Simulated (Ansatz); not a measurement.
# S on Pd(111): change of the work function

Aim: the work function of Pd(111) at several coverages of S (fcc site), and the dipole that each adsorbate carries.

Calculated with Ansatz 0.2.0; plane-wave DFT, PBE, Ansatz PAW.

## Step 1: Set-up

The cell holds 4 atoms: 4 Pd. Its edges and angles: a = 2.751 Å, b = 2.751 Å, c = 24.738 Å, α = 90.0°, β = 90.0°, γ = 60.0°. Vacuum lies along c.

## Step 2: The clean slab

The bare slab comes first, as the zero from which every change is counted. The two lowest layers are held at bulk places and the upper ones relax. The dipole correction removes the false field that a one-sided slab makes across the periodic vacuum, so each face gets a flat vacuum level of its own.

The input, input.yaml:

```yaml
crystal:
  lattice:
    - [2.7506453788, 0.0, 0.0]
    - [1.3753226894, 2.3821287749, 0.0]
    - [0.0, 0.0, 24.7376776414]
  atoms:
    - { symbol: Pd, position: [0.0, 0.0, 0.3638174986] }
    - { symbol: Pd, position: [0.3333333333, 0.3333333333, 0.4546058329] }
    - { symbol: Pd, position: [0.6666666667, 0.6666666667, 0.5453941671] }
    - { symbol: Pd, position: [0.0, 0.0, 0.6361825014] }
kpoints:
  mp_grid: { grid: [12, 12, 1] }
hamiltonian:
  xc: pbe
scf:
  occupations: { method: fermi_dirac, width: 0.1 }
  convergence: { dr2_threshold: 1.0e-08 }
efield:
  axis: 3
  dipole_correction: true
  ramp_position: 0.97
  ramp_width: 0.06
relax:
  f_tol: 0.02
  max_steps: 60
  constraints: [{ sites: [0, 1] }]
output:
  write_potential: true
  write_density: true
  volumetric_format: npy
```

The run is started by

```console
$ ansatz run input.yaml --threads 4 --pin off --max-ram 16384MiB --backend cpu --events-out ev --progress --plain --runs-dir out
```

Numbers of over 12 decimals in the logs are rounded to 6 here.

The program printed:

```text
Engine: ansatz 0.2.0, aarch64-unknown-linux-gnu
Pseudopotentials: kind: paw
Pseudopotential: Pd, paw, valence charge 18, recommended cutoff 420 eV (normal), Pd.paw.azcp
Functional definition: PBE
  parameter kappa = 0.804
  parameter beta = 0.066725
  exchange = pbe_x(kappa = kappa, mu = beta*pi^2/3)
  correlation = pbe_c(beta = beta)
Crystal: 4 atoms, lattice volume = 162.091 Å³
Basis set: ecut = 420 eV, 3173 PW (Γ), exchange–correlation on 40×40×360 points (8 copies of the dense FFT grid, shifted against one another)
Bands: 44, of which v1, the nominal top of the filled ones, is band 36 counted from 1 (35 counted from 0)
Symmetry: 6 space group operations
k-points: 19 of 144 (time reversal used)
Non-local potential: Pd, projectors of the file, l = 0: 2, l = 1: 2, l = 2: 2, l = 3: 1
PAW form: soft (Blöchl's): semilocal exchange-correlation on the pseudo side does not see the compensation charge
PAW one-centre angular grid: Pd, 590 points (default); XC on 64 Gauss nodes
Initial density: superposition of atomic densities (neutral atoms: chi_scale 0, normalization atom), corrected by the library's trained network
Initial wavefunctions: pseudopotential atomic-orbital guess
Functional: x = pbe(κ = 0.804, μ = 0.219515), c = pbe(β = 0.066725)
SCF iter   1: F=—  HF=-27890.455168 eV  |F-HF|=—  |Δ(HF+E_count)|=         —  Δρ=1.07e-2  dr2=1.28e0  ethr=1.77e-3  p=0.000 e·Å  D=6.33e-14 V/Å  ΔV_dip=-0.00 eV  dr2_dipole=3.98e-8  V_vac-E_F(+/−)=4.91/4.91 eV  ⟨swp⟩=8.8  Hψ=3801  notcnv=0  defer=5
efield: sawtooth ramp at fractional position 0.9700 (set: `efield.ramp_position`, or a place that a band, a saddle search or an elastic batch's reference lends), width 0.0600; the density the first Hamiltonian is built on has a dipole p = 0.000 e·Å; the dipole correction subtracts the counter field D = 6.33e-14 V/Å, which shifts the + side's vacuum level by -0.00 eV against the − side's; the planar-averaged density in the ramp window peaks in size at 1.0e-5 e/Å³
preconditioner: auto → LDOS  [metal: Δε(μ)=0.013 eV  Ē_g=7.392 eV  σ=0.100 eV  W_gap=0.03  n_scr=18 (ndim 8)  ℏωp=18.4 eV  f_vac=0.591  D(μ)=8.60/eV (n_scr^D=102)  β→1.0]
SCF iter   2: F=—  HF=-27890.433596 eV  |F-HF|=—  |Δ(HF+E_count)|=   2.16e-2  Δρ=7.31e-3  dr2=1.75e-1  ethr=1.77e-3  p=0.000 e·Å  D=1.46e-6 V/Å  ΔV_dip=-0.00 eV  dr2_dipole=8.34e-8  V_vac-E_F(+/−)=5.24/5.24 eV  ⟨swp⟩=2.3  Hψ=1056  notcnv=0  defer=19
SCF iter   3: F=—  HF=-27890.425873 eV  |F-HF|=—  |Δ(HF+E_count)|=   7.72e-3  Δρ=2.98e-3  dr2=1.13e-1  ethr=2.44e-4  p=-0.000 e·Å  D=-3.12e-6 V/Å  ΔV_dip=0.00 eV  dr2_dipole=6.87e-8  V_vac-E_F(+/−)=5.17/5.17 eV  ⟨swp⟩=2.2  Hψ=1106  notcnv=0  defer=23
SCF iter   4: F=—  HF=-27890.422750 eV  |F-HF|=—  |Δ(HF+E_count)|=   3.12e-3  Δρ=6.69e-4  dr2=1.33e-3  ethr=1.57e-4  p=-0.000 e·Å  D=-9.11e-6 V/Å  ΔV_dip=0.00 eV  dr2_dipole=1.17e-8  V_vac-E_F(+/−)=5.25/5.25 eV  ⟨swp⟩=1.6  Hψ=832  notcnv=0  defer=23
SCF iter   5: F=—  HF=-27890.423193 eV  |F-HF|=—  |Δ(HF+E_count)|=   4.43e-4  Δρ=1.74e-4  dr2=5.12e-5  ethr=1.85e-6  p=-0.000 e·Å  D=-1.21e-6 V/Å  ΔV_dip=0.00 eV  dr2_dipole=2.43e-10  V_vac-E_F(+/−)=5.25/5.25 eV  ⟨swp⟩=2.1  Hψ=1258  notcnv=0  defer=23
SCF iter   6: F=—  HF=-27890.423233 eV  |F-HF|=—  |Δ(HF+E_count)|=   3.95e-5  Δρ=4.92e-5  dr2=8.06e-6  ethr=7.11e-8  p=-0.000 e·Å  D=-9.74e-7 V/Å  ΔV_dip=0.00 eV  dr2_dipole=6.60e-11  V_vac-E_F(+/−)=5.24/5.24 eV  ⟨swp⟩=2.5  Hψ=1397  notcnv=0  defer=23
SCF iter   7: F=—  HF=-27890.423234 eV  |F-HF|=—  |Δ(HF+E_count)|=   1.15e-6  Δρ=1.81e-5  dr2=4.03e-7  ethr=1.12e-8  p=-0.000 e·Å  D=-6.48e-7 V/Å  ΔV_dip=0.00 eV  dr2_dipole=1.00e-11  V_vac-E_F(+/−)=5.24/5.24 eV  ⟨swp⟩=3.2  Hψ=1510  notcnv=0  defer=20
SCF iter   8: F=—  HF=-27890.423235 eV  |F-HF|=—  |Δ(HF+E_count)|=   1.67e-6  Δρ=6.07e-6  dr2=5.44e-8  ethr=5.59e-10  p=-0.000 e·Å  D=-2.98e-7 V/Å  ΔV_dip=0.00 eV  dr2_dipole=2.98e-13  V_vac-E_F(+/−)=5.24/5.24 eV  ⟨swp⟩=2.6  Hψ=1458  notcnv=0  defer=20
SCF iter   9: F=-27890.423236 eV  HF=-27890.423236 eV  |F-HF|=1.10e-8  |Δ(HF+E_count)|=   2.61e-7  Δρ=1.39e-6  dr2=5.24e-9  ethr=1.39e-11  p=-0.000 e·Å  D=-1.17e-7 V/Å  ΔV_dip=0.00 eV  dr2_dipole=1.01e-13  V_vac-E_F(+/−)=5.24/5.24 eV  ⟨swp⟩=9.9  Hψ=5869  notcnv=0
SCF 1 converged in 9 iterations: F = -27890.423236 eV  dr2 = 5.24e-9
  greatest PAW one-centre occupation: 0.999 electrons in one spin orbital (limit 2), on the Pd atom at site 3 (counted from 0), in its partial waves of l = 0
relax step   1: F+E_penalty+E_count = -27890.42323570 eV  Δ(F+E_penalty+E_count) = +0.000e0 eV  max|allowed force component| = 3.166e-1 eV/Å  Δτ_max = 0.0000 Å  (9 SCF iters, accepted)
Initial density: handed on by an earlier stage of this run
Initial wavefunctions: those handed on with the density
iter 1 solved again at ethr=2.12e-4 eV; its pass at ethr=3.10e-3 eV (dr2=1.53e-1 eV) is discarded
SCF iter   1: F=—  HF=-27890.473008 eV  |F-HF|=—  |Δ(HF+E_count)|=         —  Δρ=1.03e-2  dr2=1.69e-1  ethr=2.12e-4  p=-0.000 e·Å  D=-1.13e-6 V/Å  ΔV_dip=0.00 eV  dr2_dipole=2.24e-3  V_vac-E_F(+/−)=5.27/5.27 eV  ⟨swp⟩=1.9  Hψ=3276  notcnv=0  defer=23
efield: sawtooth ramp at fractional position 0.9700 (set: `efield.ramp_position`, or a place that a band, a saddle search or an elastic batch's reference lends), width 0.0600; the density the first Hamiltonian is built on has a dipole p = -0.000 e·Å; the dipole correction subtracts the counter field D = -1.13e-6 V/Å, which shifts the + side's vacuum level by +0.00 eV against the − side's; the planar-averaged density in the ramp window peaks in size at 5.9e-6 e/Å³
preconditioner: auto → LDOS  [metal: Δε(μ)=0.027 eV  Ē_g=7.480 eV  σ=0.100 eV  W_gap=0.07  n_scr=18 (ndim 8)  ℏωp=18.4 eV  f_vac=0.586  D(μ)=8.63/eV (n_scr^D=102)  β→1.0]
SCF iter   2: F=—  HF=-27890.485252 eV  |F-HF|=—  |Δ(HF+E_count)|=   1.22e-2  Δρ=8.04e-3  dr2=2.31e-1  ethr=2.12e-4  p=0.009 e·Å  D=1.02e-2 V/Å  ΔV_dip=-0.25 eV  dr2_dipole=2.06e-2  V_vac-E_F(+/−)=5.00/5.25 eV  ⟨swp⟩=3.1  Hψ=1628  notcnv=0  defer=23
SCF iter   3: F=—  HF=-27890.436922 eV  |F-HF|=—  |Δ(HF+E_count)|=   4.83e-2  Δρ=1.43e-3  dr2=7.38e-3  ethr=2.12e-4  p=-0.000 e·Å  D=-2.15e-5 V/Å  ΔV_dip=0.00 eV  dr2_dipole=1.42e-3  V_vac-E_F(+/−)=5.26/5.25 eV  ⟨swp⟩=2.2  Hψ=1432  notcnv=0  defer=23
SCF iter   4: F=—  HF=-27890.436362 eV  |F-HF|=—  |Δ(HF+E_count)|=   5.60e-4  Δρ=7.26e-4  dr2=1.35e-3  ethr=1.03e-5  p=-0.000 e·Å  D=-2.56e-4 V/Å  ΔV_dip=0.01 eV  dr2_dipole=1.69e-4  V_vac-E_F(+/−)=5.26/5.25 eV  ⟨swp⟩=2.6  Hψ=1517  notcnv=0  defer=23
[...]
SCF iter   9: F=—  HF=-27890.436094 eV  |F-HF|=—  |Δ(HF+E_count)|=   1.66e-6  Δρ=6.83e-6  dr2=2.04e-7  ethr=3.69e-9  p=-0.001 e·Å  D=-1.18e-3 V/Å  ΔV_dip=0.03 eV  dr2_dipole=1.91e-9  V_vac-E_F(+/−)=5.28/5.25 eV  ⟨swp⟩=1.6  Hψ=936  notcnv=0  defer=23
SCF iter  10: F=—  HF=-27890.436094 eV  |F-HF|=—  |Δ(HF+E_count)|=   1.41e-7  Δρ=2.36e-6  dr2=2.45e-8  ethr=2.83e-10  p=-0.001 e·Å  D=-1.18e-3 V/Å  ΔV_dip=0.03 eV  dr2_dipole=5.00e-10  V_vac-E_F(+/−)=5.28/5.25 eV  ⟨swp⟩=1.9  Hψ=1008  notcnv=0  defer=23
SCF iter  11: F=-27890.436094 eV  HF=-27890.436094 eV  |F-HF|=3.60e-9  |Δ(HF+E_count)|=   2.10e-8  Δρ=9.21e-7  dr2=4.42e-9  ethr=1.39e-11  p=-0.001 e·Å  D=-1.17e-3 V/Å  ΔV_dip=0.03 eV  dr2_dipole=6.45e-12  V_vac-E_F(+/−)=5.28/5.25 eV  ⟨swp⟩=9.1  Hψ=5455  notcnv=0
SCF 2 converged in 11 iterations: F = -27890.436094 eV  dr2 = 4.42e-9
  greatest PAW one-centre occupation: 0.999 electrons in one spin orbital (limit 2), on the Pd atom at site 0 (counted from 0), in its partial waves of l = 0
relax step   2: F+E_penalty+E_count = -27890.43609399 eV  Δ(F+E_penalty+E_count) = -1.286e-2 eV  max|allowed force component| = 1.195e-1 eV/Å  Δτ_max = 0.1491 Å  (11 SCF iters, accepted)
SCF iter   1: F=—  HF=-27890.441862 eV  |F-HF|=—  |Δ(HF+E_count)|=         —  Δρ=3.46e-3  dr2=5.32e-2  ethr=1.86e-4  p=-0.001 e·Å  D=-1.17e-3 V/Å  ΔV_dip=0.03 eV  dr2_dipole=1.25e-2  V_vac-E_F(+/−)=5.27/5.24 eV  ⟨swp⟩=3.7  Hψ=1882  notcnv=0  defer=23
efield: sawtooth ramp at fractional position 0.9700 (set: `efield.ramp_position`, or a place that a band, a saddle search or an elastic batch's reference lends), width 0.0600; the density the first Hamiltonian is built on has a dipole p = -0.001 e·Å; the dipole correction subtracts the counter field D = -1.17e-3 V/Å, which shifts the + side's vacuum level by +0.03 eV against the − side's; the planar-averaged density in the ramp window peaks in size at 4.1e-6 e/Å³
preconditioner: auto → LDOS  [metal: Δε(μ)=0.005 eV  Ē_g=7.445 eV  σ=0.100 eV  W_gap=0.01  n_scr=18 (ndim 8)  ℏωp=18.4 eV  f_vac=0.586  D(μ)=8.75/eV (n_scr^D=102)  β→1.0]
SCF iter   2: F=—  HF=-27890.442574 eV  |F-HF|=—  |Δ(HF+E_count)|=   7.12e-4  Δρ=2.46e-3  dr2=2.49e-2  ethr=7.39e-5  p=-0.004 e·Å  D=-4.16e-3 V/Å  ΔV_dip=0.10 eV  dr2_dipole=3.71e-3  V_vac-E_F(+/−)=5.35/5.25 eV  ⟨swp⟩=2.0  Hψ=1476  notcnv=0  defer=23
SCF iter   3: F=—  HF=-27890.438246 eV  |F-HF|=—  |Δ(HF+E_count)|=   4.33e-3  Δρ=5.40e-4  dr2=2.62e-3  ethr=3.45e-5  p=-0.001 e·Å  D=-7.90e-4 V/Å  ΔV_dip=0.02 eV  dr2_dipole=6.99e-4  V_vac-E_F(+/−)=5.27/5.25 eV  ⟨swp⟩=2.0  Hψ=1237  notcnv=0  defer=23
SCF iter   4: F=—  HF=-27890.438154 eV  |F-HF|=—  |Δ(HF+E_count)|=   9.19e-5  Δρ=2.67e-4  dr2=2.39e-4  ethr=3.64e-6  p=-0.001 e·Å  D=-8.37e-4 V/Å  ΔV_dip=0.02 eV  dr2_dipole=2.30e-5  V_vac-E_F(+/−)=5.27/5.25 eV  ⟨swp⟩=2.1  Hψ=1201  notcnv=0  defer=23
SCF iter   5: F=—  HF=-27890.438115 eV  |F-HF|=—  |Δ(HF+E_count)|=   3.93e-5  Δρ=6.91e-5  dr2=2.80e-5  ethr=3.32e-7  p=-0.001 e·Å  D=-7.61e-4 V/Å  ΔV_dip=0.02 eV  dr2_dipole=4.25e-6  V_vac-E_F(+/−)=5.27/5.25 eV  ⟨swp⟩=2.0  Hψ=1164  notcnv=0  defer=23
SCF iter   6: F=—  HF=-27890.438114 eV  |F-HF|=—  |Δ(HF+E_count)|=   9.50e-7  Δρ=3.89e-5  dr2=5.54e-6  ethr=3.89e-8  p=-0.001 e·Å  D=-7.43e-4 V/Å  ΔV_dip=0.02 eV  dr2_dipole=8.65e-8  V_vac-E_F(+/−)=5.27/5.25 eV  ⟨swp⟩=2.1  Hψ=1071  notcnv=0  defer=23
SCF iter   7: F=—  HF=-27890.438111 eV  |F-HF|=—  |Δ(HF+E_count)|=   3.36e-6  Δρ=2.05e-5  dr2=2.14e-6  ethr=7.70e-9  p=-0.001 e·Å  D=-7.64e-4 V/Å  ΔV_dip=0.02 eV  dr2_dipole=1.72e-12  V_vac-E_F(+/−)=5.27/5.25 eV  ⟨swp⟩=1.5  Hψ=905  notcnv=0  defer=23
SCF iter   8: F=—  HF=-27890.438111 eV  |F-HF|=—  |Δ(HF+E_count)|=   1.22e-7  Δρ=8.82e-6  dr2=3.83e-7  ethr=2.97e-9  p=-0.001 e·Å  D=-7.82e-4 V/Å  ΔV_dip=0.02 eV  dr2_dipole=8.94e-11  V_vac-E_F(+/−)=5.27/5.25 eV  ⟨swp⟩=1.6  Hψ=876  notcnv=0  defer=23
SCF iter   9: F=—  HF=-27890.438111 eV  |F-HF|=—  |Δ(HF+E_count)|=   1.20e-7  Δρ=2.88e-6  dr2=3.25e-8  ethr=5.32e-10  p=-0.001 e·Å  D=-7.82e-4 V/Å  ΔV_dip=0.02 eV  dr2_dipole=1.32e-10  V_vac-E_F(+/−)=5.27/5.25 eV  ⟨swp⟩=1.4  Hψ=891  notcnv=0  defer=23
SCF iter  10: F=-27890.438111 eV  HF=-27890.438111 eV  |F-HF|=9.09e-9  |Δ(HF+E_count)|=   6.31e-8  Δρ=1.12e-6  dr2=4.80e-9  ethr=1.39e-11  p=-0.001 e·Å  D=-7.77e-4 V/Å  ΔV_dip=0.02 eV  dr2_dipole=2.32e-11  V_vac-E_F(+/−)=5.27/5.25 eV  ⟨swp⟩=9.2  Hψ=5451  notcnv=0
SCF 3 converged in 10 iterations: F = -27890.438111 eV  dr2 = 4.80e-9
relax step   3: F+E_penalty+E_count = -27890.43811104 eV  Δ(F+E_penalty+E_count) = -2.017e-3 eV  max|allowed force component| = 1.002e-2 eV/Å  Δτ_max = 0.0431 Å  (10 SCF iters, accepted)
NSCF: frozen V_eff on 19 k-points
the band table was solved once a step of the walk had ended and its energy, with any forces and stress, was formed, with the checks that follow a solve (4651 applications of the Hamiltonian). They found nothing against the state; the energy, forces and stress were not computed again (output.eigenvalues in the input reference)
WARN: The input density's exchange-correlation potential varies sharply where the density is thin. Do not read a vacuum level from v_tot or v_xc, or from such a field of the output density. On a cell that repeats whose density bears no net charge and no dipole along the vacuum's axis use v_es (v_loc + v_h of the components); under efield.dipole_correction with no amplitude use v_es + v_field, which holds any external [...]
SCF converged after 10 iterations
Free energy (F): -27890.438111 eV
Harris-Foulkes:  -27890.438111 eV  (|F-HF|=9.09e-9)
Internal energy: -27890.160758 eV  (E = F + TS)
E sigma→0 (E₀):  -27890.299434 eV
Entropy (-TS):   -0.277353 eV (-69.338 meV/atom)
Fermi energy:    3.865219 eV
Dipole field:    D = -0.000784 V/Å  (p = -0.000703 e·Å, saw-weighted, corrected)
Work function:   Φ+ = 5.2682 eV   Φ− = 5.2488 eV
Levels:          The Fermi level and band energies are counted from a zero that moves with the ramp; work functions are not
--- Per-component energies (eV) ---
  E_band       = -1676.700701
  E_kinetic    = 2053.458324
  E_local      = -127765.328557  (includes V_loc(G=0)·N_el)
  E_nonlocal   = 869.748791
  E_hartree    = 62664.014762
  E_xc         = -672.789627
  E_vxc        = -843.766960  (∫ρ·V_xc dr)
  E_paw        = -15001.631602  (= ΣΔE_a)
  E_vpaw       = -1318.850886  (= ΣTr[D̂ρ^β])
  E_aug_tail   = 0.000881  (compensation charges beyond the density's cutoff)
  E_efield     = 0.000000  (sawtooth field / dipole correction)
  E_vefield    = 0.002175  (∫n·V_field dr)
  E_ewald      = 49962.366270
  E_smearing   = -0.277353  (= −TS)
  E_closure    = -0.000000  (closes the sum)
  Σ components = -27890.438111   (vs F -27890.438111, Δ=0.00e0)
--- Forces (eV/Å), atoms counted from 1 ---
  atom   1  Pd     0.00000000    -0.00000000    -0.31322260
  atom   2  Pd    -0.00000000    -0.00000000     0.30972277
  atom   3  Pd     0.00000000     0.00000000    -0.00649868
  atom   4  Pd     0.00000000     0.00000000     0.01001665
  max |Σ_I F_I| component: 1.81e-5 eV/Å
--- Band table (eV; the first three rows and the last of 19) ---
  k-point 0: bands = [... 32 lower, 2.6989, 2.9476, 2.9476, 3.4679, 3.4679, 3.7710, 3.7710, 4.2819, ... 4 higher]
  k-point 1: bands = [... 32 lower, 2.6192, 2.9508, 2.9602, 3.1225, 3.4642, 3.5262, 3.7785, 4.8762, ... 4 higher]
  k-point 2: bands = [... 32 lower, 2.5130, 2.5291, 2.9094, 2.9320, 3.4494, 3.7948, 4.0102, 5.8227, ... 4 higher]
  k-point 18: bands = [... 32 lower, 3.3435, 3.5770, 3.6104, 3.6222, 10.1875, 10.3728, 10.3815, 11.0947, ... 4 higher]
--- Relaxed structure (3 steps of the walk, 3 accepted, 0 SCFs on fresh bases) ---
  F+E_penalty+E_count = -27890.43811104 eV   max|allowed force component| = 1.002e-2 eV/Å
  atoms:
    - { symbol: Pd, position: [0.0, 0.0, 0.3638174986] }
    - { symbol: Pd, position: [0.333333, 0.333333, 0.454606] }
    - { symbol: Pd, position: [0.666667, 0.666667, 0.547339] }
    - { symbol: Pd, position: [0, 0, 0.640465] }
```

It took 11 s on 4 threads of Arm Neoverse V1, shared host; peak memory 0.49 GiB; 42 s of CPU time.

Step by step:

```
step  energy less that of the first step (eV)  largest force component (eV/Å)
   1                                   0.0000                          0.3166
   2                                  -0.0129                          0.1195
   3                                  -0.0149                          0.0100
```

Forces are held to the 6 operations that the run works with; a distortion that breaks them can't arise in this run.

The atoms that moved most (Å):

```
atom     dx     dy     dz  length
 Pd4  0.000  0.000  0.106   0.106
 Pd3  0.000  0.000  0.048   0.048
```

The relaxed structure:

```cif
data_structure
_symmetry_space_group_name_H-M 'P 1'
_symmetry_Int_Tables_number 1
_cell_length_a 2.7506
_cell_length_b 2.7506
_cell_length_c 24.7377
_cell_angle_alpha 90.000
_cell_angle_beta 90.000
_cell_angle_gamma 60.000
_cell_volume 162.09
loop_
_atom_site_label
_atom_site_type_symbol
_atom_site_fract_x
_atom_site_fract_y
_atom_site_fract_z
_atom_site_occupancy
Pd1 Pd 0.00000 0.00000 0.36382 1
Pd2 Pd 0.33333 0.33333 0.45461 1
Pd3 Pd 0.66667 0.66667 0.54734 1
Pd4 Pd 0.00000 0.00000 0.64047 1
```

This step gave:

| Property | Result |
| --- | --- |
| energy at zero smearing | -27890.2994 eV |
| work function, upper face | 5.268 eV |
| dipole along the normal | -7.03e-4 e·Å |

Running mean over 2.246 Å of the planar mean; the ramp of the sawtooth is left out. Electron's electrostatic potential energy less the Fermi level against z:

```
z (Å)  electron's electrostatic potential energy less the Fermi level (eV)
  3.5                                                                 5.25
  4.0                                                                 5.25
  4.5                                                                 5.25
  5.0                                                                 5.25
  5.5                                                                 5.23
  6.0                                                                 5.19
  6.5                                                                 5.04
  7.0                                                                 4.40
  7.5                                                                 1.79
  8.0                                                                -3.11
  8.5                                                                -7.03
  9.0                                                                -8.25
  9.5                                                                -8.43
 10.0                                                                -8.48
 10.5                                                                -8.52
 11.0                                                                -8.56
 11.5                                                                -8.51
 12.0                                                                -8.24
 12.5                                                                -8.12
 13.0                                                                -8.35
 13.5                                                                -8.50
 14.0                                                                -8.28
 14.5                                                                -7.92
 15.0                                                                -7.94
 15.5                                                                -8.20
 16.0                                                                -8.01
 16.5                                                                -6.08
 17.0                                                                -1.45
 17.5                                                                 2.94
 18.0                                                                 4.73
 18.5                                                                 5.13
 19.0                                                                 5.23
 19.5                                                                 5.26
 20.0                                                                 5.27
 20.5                                                                 5.27
 21.0                                                                 5.27
 21.5                                                                 5.27
```

The relaxation took 3 steps and lowered the energy by 0.015 eV; the largest force on the free atoms ends at 0.010 eV/Å.

The work function of the upper face is 5.27 eV.

[end of part 1 of 4]

[Logs are printed without paths, hosts, clocks, repeated set-up lines and the standing remarks that a program may print on its own settings, such as how far it seeks lower states.]

[Hosts, paths, dates, database ids (printed as entryN), source tags and the programs' standing remarks are cut or masked in the printed files.]

[Maps of the electrostatic potential energy from Ansatz leave out the sawtooth potential of an applied field or a dipole correction, so their vacuum need not be flat; planar profiles and work functions include it.]
